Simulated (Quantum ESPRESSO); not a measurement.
# Rh: changing the pressure

The cell as given:

```cif
data_structure
_symmetry_space_group_name_H-M 'Fm-3m'
_symmetry_Int_Tables_number 225
_cell_length_a 3.7957
_cell_length_b 3.7957
_cell_length_c 3.7957
_cell_angle_alpha 90.000
_cell_angle_beta 90.000
_cell_angle_gamma 90.000
_cell_volume 54.69
loop_
_atom_site_label
_atom_site_type_symbol
_atom_site_symmetry_multiplicity
_atom_site_Wyckoff_symbol
_atom_site_fract_x
_atom_site_fract_y
_atom_site_fract_z
_atom_site_occupancy
Rh1 Rh 4 a 0.00000 0.00000 0.00000 1
```

Kept alike: task relaxation of cell and atoms; functional PBEsol; k mesh 12 × 12 × 12; occupations fermi-dirac, width 0.05 eV; no spin polarisation. Program: Quantum ESPRESSO, GBRV 1.5 PBEsol, cutoff 707 eV. The mesh is that of the run's cell of 1 atom. No spin-orbit coupling.

```tsv
pressure, P (GPa)	volume (Å³/atom)
0	13.525
2	13.437
5	13.310
10	13.112
20	?
30	12.463
```

The relaxations keep at least the cell's symmetry (Fm-3m). For a metal such a mesh leaves the last digits unconverged. The runs follow the start's structure, whether or not it is the stable one at these pressures.

**Question.** Fit the rows shown and predict the run at 20 GPa.

**Answer.** Murnaghan's form V = V0 (1 + B′P/B0)^(-1/B′) through the rows shown has V0 = 13.5254, B0 = 298.9 GPa and B′ = 4.84 (largest miss 0.0004); at P = 20 it gives 12.764 Å³/atom. The run gave: volume 12.765 Å³/atom.
